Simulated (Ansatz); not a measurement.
Theory: DFT PBE, scalar-relativistic, plane waves, PAW in Ansatz 0.2.0. All cells share a 420 eV cutoff and Γ-centred k meshes spaced at most about 0.3 Å⁻¹ (about 0.25 or finer for metals, 2π included). No spin polarisation.

Each guess is relaxed in cell and atoms at zero pressure, on a coarse mesh first where it starts far from rest and then on a converged one. The steps can't lower the symmetry of the start, but it can rise. Energies are static (0 K, no zero-point motion).

Two unrelaxed guesses for Nb₃C:

Guess 1.

Space group Pm-3m (No. 221). a = 3.969 Å, b = 3.969 Å, c = 3.969 Å, α = 90.00°, β = 90.00°, γ = 90.00°
| atom | site | symmetry | x | y | z |
| --- | --- | --- | --- | --- | --- |
| Nb | 3c | 4/mm.m | 0.5000 | 0.5000 | 0.0000 |
| C | 1a | m-3m | 0.0000 | 0.0000 | 0.0000 |

Guess 2.

Space group Fm-3m (No. 225). a = 6.462 Å, b = 6.462 Å, c = 6.462 Å, α = 90.00°, β = 90.00°, γ = 90.00°
```
atom  site  symmetry       x       y       z
  Nb    8c      -43m  0.2500  0.2500  0.7500
  Nb    4b      m-3m  0.5000  0.0000  0.0000
   C    4a      m-3m  0.0000  0.0000  0.0000
```

Question: Where do they end, and which end is lower?

Answer: Guess 1 ends lower, by 250 meV/atom. Guess 1: Pm-3m at 15.6 Å³/atom → Pm-3m (Cu3Au (L1_2) type) at 14.6 Å³/atom; Guess 2: Fm-3m at 16.9 Å³/atom → Fm-3m (BiF3 (D0_3) type) at 14.9 Å³/atom. Counting Nb atoms around C (those within 1.25 times the shortest such distance or 1.15 times the sum of covalent radii; a plus sign parts nearer from farther groups), the end of guess 1 has C 12 and the end of guess 2 has C 8+6. End of guess 1. Conventional cell: a = 3.877 Å. Nb has 4 C at 2.74 Å and 8 Nb at 2.74 Å; C is surrounded by 12 Nb at 2.74 Å. End of guess 2. Conventional cell: a = 6.194 Å. Nb on a site of symmetry m-3m is surrounded by 8 Nb at 2.68 Å and 6 C at 3.10 Å; around Nb on a site of symmetry -43m lie 4 C at 2.68 Å, 4 Nb at 2.68 Å and 6 Nb at 3.10 Å; C is surrounded by 8 Nb at 2.68 Å and 6 Nb at 3.10 Å.

Ends held by symmetry can be saddle points. Neither end is the lowest form computed: that has space group P6_3/m (No. 176) and lies 0.69 eV/atom below the better end. Even the lowest of the cells shown lies +0.72 eV/atom against the elements. Some structure types and database cells were kept out of the candidates from the start, so a known form may be missing.
